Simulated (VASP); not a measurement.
Se:

```
Se
1.0
     4.36620    0.00000    0.00000
    -2.18310    3.78124    0.00000
     0.00000    0.00000    4.95360
Se
3
Direct
  0.22540 0.00000 0.33333
  0.00000 0.22540 0.66667
  0.77460 0.77460 0.00000
```

```yaml
Program: VASP 6.6.1
Task: relaxation of cell and atoms
Functional: r2SCAN
Potentials_or_basis: VASP PAW PBE potentials, release 64 (Se)
Cutoff: 600 eV
k_mesh: 9 × 9 × 6
Occupations: gaussian, width 0.03 eV
Spin: no spin polarisation
```

At the start: pressure 1.3 GPa; volume 27.26 Å³/atom.

Q: Where does the relaxation end?

A: Over 11 steps the energy falls by 5.2 meV/atom and the volume is 29.21 Å³/atom (+7.1 %); space group P3_121 (No. 152, to 0.05 Å).

The path:
| step | energy change (eV) | largest force (eV/Å) | pressure (GPa) | volume (Å³) |
| --- | --- | --- | --- | --- |
| 1 | 0.0000 | 0.0562 | 1.31 | 81.78 |
| 2 | -0.0029 | 0.3001 | -0.80 | 84.45 |
| 3 | -0.0067 | 0.1517 | 0.07 | 83.29 |
| 4 | -0.0094 | 0.1071 | 0.08 | 83.76 |
| 5 | -0.0119 | 0.0075 | 0.10 | 84.90 |
| 6 | -0.0131 | 0.0024 | 0.03 | 85.46 |
| 7 | -0.0150 | 0.0315 | -0.18 | 87.13 |
| 8 | -0.0152 | 0.0405 | -0.23 | 87.65 |
| 9 | -0.0153 | 0.0581 | 0.22 | 87.60 |
| 10 | -0.0155 | 0.0116 | 0.00 | 87.63 |
| 11 | -0.0155 | 0.0095 | 0.00 | 87.63 |

Final structure:
```xyz
3
Lattice="4.5011 0.0000 0.0000 -2.2505 3.8980 0.0000 0.0000 0.0000 4.9944" Properties=species:S:1:pos:R:3 pbc="T T T"
Se    0.9774    0.0000    1.6648
Se   -0.4887    0.8464    3.3296
Se    1.7618    3.0516    0.0000
```

Caveat: the PAW data sets were made with another functional, which shifts forces and pressure a little.
